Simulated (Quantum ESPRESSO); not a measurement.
## TiSe under changes of volume

One of the cells (17.058 Å³/atom); the others are scaled copies at fixed shape and fractional positions:

```
CELL_PARAMETERS angstrom
3.55900 0.00000 0.00000
-1.77950 3.08218 0.00000
0.00000 0.00000 6.22000
ATOMIC_POSITIONS crystal
Se 0.66667 0.33333 0.75000
Se 0.33333 0.66667 0.25000
Ti 0.00000 0.00000 0.50000
Ti 0.00000 0.00000 0.00000
```

- Program: Quantum ESPRESSO 7.5
- Functional: r2SCAN
- Potentials or basis: SG15 PBE 1.2
- Cutoff: 952 eV
- Density cutoff: 3810 eV
- k mesh: 6 × 6 × 4
- Occupations: fermi-dirac, width 0.05 eV
- Spin: no spin polarisation

```csv
volume (Å³/atom),energy over the lowest point (meV/atom),pressure (GPa)
16.034,57.07,13.1
16.375,33.03,9.7
16.716,15.96,6.6
17.058,5.17,3.8
17.399,?,?
17.740,0.00,-1.0
18.081,4.55,-3.1
```

What does the run at 17.399 Å³/atom give?

Energy over the lowest point 0.04 meV/atom; pressure 1.2 GPa.

Worked out: A Birch-Murnaghan fit of order 3 (a polynomial in V^(-2/3)) to the other rows has its minimum at 17.57 Å³/atom with B0 = V·E''(V) = 117 GPa and B' = 4.4 at fixed shape and positions, which overstates the stiffness. It gives 0.04 meV/atom at 17.399 Å³/atom, against the run's 0.04, and -dE/dV = 1.2 GPa, against 1.2.

Energies are extrapolated to zero smearing.

Caveats: the potentials were made for another functional, which shifts forces and pressure.
